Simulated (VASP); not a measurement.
Set up this calculation in VASP 6.6.1, as the native input.

| Quantity | Value |
| --- | --- |
| Task | band structure |
| Functional | PBE |
| Dispersion | D3(BJ) |
| Potentials or basis | VASP PAW PBE potentials, release 64 (Se, Zr_sv) |
| Cutoff | 520 eV |
| k mesh | 9 × 9 × 1 |
| Occupations | gaussian, width 0.03 eV |
| Spin | no spin polarisation |
| Dipole correction | yes |
| Further INCAR settings | ALGO = Normal; EDIFF = 1e-06; NBANDS = 33 |

The structure of ZrSe2 lies in POSCAR:

```
ZrSe2                                   
1.0
    3.7482233476      0.0000000000      0.0000000000
   -1.8741116738      3.2460566346      0.0000000000
    0.0000000000      0.0000000000     27.2880000000
  Se              Zr            
     4     2
Direct
     0.6666666699999979    0.3333333300000021    0.3304647046665417
     0.3333333300000021    0.6666666699999979    0.4474855965850323
     0.6666666699999979    0.3333333300000021    0.5525144034149677
     0.3333333300000021    0.6666666699999979    0.6695352953334583
     0.0000000000000000    0.0000000000000000    0.3890422897987669
     0.0000000000000000    0.0000000000000000    0.6109577102012330
```

These files were run (other wordings do the same):

INCAR

```
SYSTEM = ZrSe2
ALGO     = Normal         ! electronic algorithm
DIPOL    = 0.5 0.5 0.500
EDIFF    = 1E-6           ! SCF threshold, eV
ENCUT    = 520            ! plane-wave cutoff, eV
GGA      = PE             ! functional
IDIPOL   = 3            
ISIF     = 2              ! what is computed and relaxed
ISMEAR   = 0              ! smearing method
IVDW     = 12             ! dispersion correction
KPAR     = 2            
LASPH    = .True.         ! aspherical terms in the spheres
LCHARG   = .False.        ! write CHGCAR
LDIPOL   = .True.       
LMAXMIX  = 4              ! l up to which the mixer works
LREAL    = .False.        ! projectors in reciprocal space
LVACPOTAV= .True.       
LVHAR    = .True.       
LWAVE    = .False.        ! write WAVECAR
NBANDS   = 33             ! bands
NELM     = 80             ! most SCF steps
PREC     = Accurate       ! precision mode
SIGMA    = 0.03           ! smearing width, eV
```

KPOINTS

```
k-points
0
Gamma
  9 9 1
  0 0 0
```

KPOINTS_OPT

```
explicit points
67
Reciprocal
 0.0000000000  0.0000000000  0.0000000000 1
 0.0357142900  0.0000000000  0.0000000000 1
 0.0714285700  0.0000000000  0.0000000000 1
 0.1071428600  0.0000000000  0.0000000000 1
 0.1428571400  0.0000000000  0.0000000000 1
 0.1785714300  0.0000000000  0.0000000000 1
 0.2142857100  0.0000000000  0.0000000000 1
 0.2500000000  0.0000000000  0.0000000000 1
 0.2857142900  0.0000000000  0.0000000000 1
 0.3214285700  0.0000000000  0.0000000000 1
 0.3571428600  0.0000000000  0.0000000000 1
 0.3928571400  0.0000000000  0.0000000000 1
 0.4285714300  0.0000000000  0.0000000000 1
 0.4642857100  0.0000000000  0.0000000000 1
 0.5000000000  0.0000000000  0.0000000000 1
 0.4791666700  0.0416666700  0.0000000000 1
 0.4583333300  0.0833333300  0.0000000000 1
 0.4375000000  0.1250000000  0.0000000000 1
 0.4166666700  0.1666666700  0.0000000000 1
 0.3958333300  0.2083333300  0.0000000000 1
 0.3750000000  0.2500000000  0.0000000000 1
 0.3541666700  0.2916666700  0.0000000000 1
 0.3333333300  0.3333333300  0.0000000000 1
 0.3137254900  0.3137254900  0.0000000000 1
 0.2941176500  0.2941176500  0.0000000000 1
 0.2745098000  0.2745098000  0.0000000000 1
 0.2549019600  0.2549019600  0.0000000000 1
 0.2352941200  0.2352941200  0.0000000000 1
 0.2156862700  0.2156862700  0.0000000000 1
 0.1960784300  0.1960784300  0.0000000000 1
 0.1764705900  0.1764705900  0.0000000000 1
 0.1568627500  0.1568627500  0.0000000000 1
 0.1372549000  0.1372549000  0.0000000000 1
 0.1176470600  0.1176470600  0.0000000000 1
 0.0980392200  0.0980392200  0.0000000000 1
 0.0784313700  0.0784313700  0.0000000000 1
 0.0588235300  0.0588235300  0.0000000000 1
 0.0392156900  0.0392156900  0.0000000000 1
 0.0196078400  0.0196078400  0.0000000000 1
 0.0000000000  0.0000000000  0.0000000000 1
 0.0000000000  0.0000000000  0.0000000000 1
 0.0072536500 -0.0036268200  0.0000000000 1
-0.0072536500  0.0036268200  0.0000000000 1
 0.0211564700 -0.0105782300  0.0000000000 1
-0.0211564700  0.0105782300  0.0000000000 1
 0.0000000000  0.0062818400  0.0000000000 1
-0.0000000000 -0.0062818400  0.0000000000 1
 0.0000000000  0.0183220400  0.0000000000 1
-0.0000000000 -0.0183220400  0.0000000000 1
 0.5000000000  0.0000000000  0.0000000000 1
 0.5072536500 -0.0036268200  0.0000000000 1
 0.4927463500  0.0036268200  0.0000000000 1
 0.5211564700 -0.0105782300  0.0000000000 1
 0.4788435300  0.0105782300  0.0000000000 1
 0.5000000000  0.0062818400  0.0000000000 1
 0.5000000000 -0.0062818400  0.0000000000 1
 0.5000000000  0.0183220400  0.0000000000 1
 0.5000000000 -0.0183220400  0.0000000000 1
 0.3333333300  0.3333333300  0.0000000000 1
 0.3405869800  0.3297065100  0.0000000000 1
 0.3260796800  0.3369601500  0.0000000000 1
 0.3544898000  0.3227551000  0.0000000000 1
 0.3121768600  0.3439115600  0.0000000000 1
 0.3333333300  0.3396151700  0.0000000000 1
 0.3333333300  0.3270514900  0.0000000000 1
 0.3333333300  0.3516553700  0.0000000000 1
 0.3333333300  0.3150112900  0.0000000000 1
```

Potentials or basis: VASP PAW PBE potentials, release 64 (Se, Zr_sv).

Command:

```bash
$ cat potpaw_PBE.64/Se/POTCAR potpaw_PBE.64/Zr_sv/POTCAR > POTCAR
$ mpirun -np 2 vasp_std > vasp.out
```

It gave:

```
Band gap on the k mesh                 : 0.30 eV, indirect (least direct gap 1.05 eV)
Band gap along the path                : 0.27 eV, indirect (least direct gap 1.05 eV)
Dispersion energy per atom             : -0.335 eV
Ionisation potential of the upper face : 5.49 eV
```

Wall time 3.8 min on 2 MPI ranks on Intel(R) Xeon(R) 6975P-C (Granite Rapids) (shared host), peak memory 0.45 GiB a rank.
